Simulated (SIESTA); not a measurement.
# FeO (Wuestite) under changes of volume

One of the cells (10.268 Å³/atom); the others are scaled copies at fixed shape and fractional positions:

```
CELL_PARAMETERS angstrom
1.52888 0.88270 2.53626
-1.52888 0.88270 2.53626
0.00000 -1.76540 2.53626
ATOMIC_POSITIONS crystal
Fe 0.00000 0.00000 0.00000
O 0.50000 0.50000 0.50000
```

| Quantity | Value |
| --- | --- |
| Program | SIESTA 5.4.2 |
| Functional | PBE |
| Potentials or basis | PseudoDojo 0.4 standard (PBE files) |
| Basis | DZP (energy shift 0.002 Ry) |
| Grid cutoff | 800 Ry |
| Energy shift | 0.002 Ry |
| k mesh | 11 × 11 × 11 |
| Occupations | fermi-dirac, width 0.05 eV |
| Spin | collinear spin, ferromagnetic start |
| Starting moments | [3.0, 0.0] μB |

```tsv
volume (Å³/atom)	energy over the lowest point (meV/atom)	pressure (GPa)
9.463	19.41	12.6
9.664	6.69	7.8
9.866	0.00	3.2
10.268	1.33	-4.1
10.470	8.47	-7.1
10.671	?	?
```

**Question.** What does the run at 10.671 Å³/atom give?

**Answer.** Energy over the lowest point 19.43 meV/atom; pressure -10.0 GPa.

Worked out: A Birch-Murnaghan fit of order 3 (a polynomial in V^(-2/3)) to the other rows has its minimum at 10.03 Å³/atom with B0 = V·E''(V) = 186 GPa and B' = 5.1 at fixed shape and positions, which overstates the stiffness. It gives 19.10 meV/atom at 10.671 Å³/atom, against the run's 19.43, and -dE/dV = -9.8 GPa, against -10.0.

Energies are extrapolated to zero smearing.

Caveats: semicore shells carry a single zeta, which can move pressures by several GPa and volumes by a few percent; the basis of atomic orbitals isn't converged, which shifts pressures, moduli and gaps; a cell with one magnetic atom can't hold antiferromagnetic order, which such compounds often take.
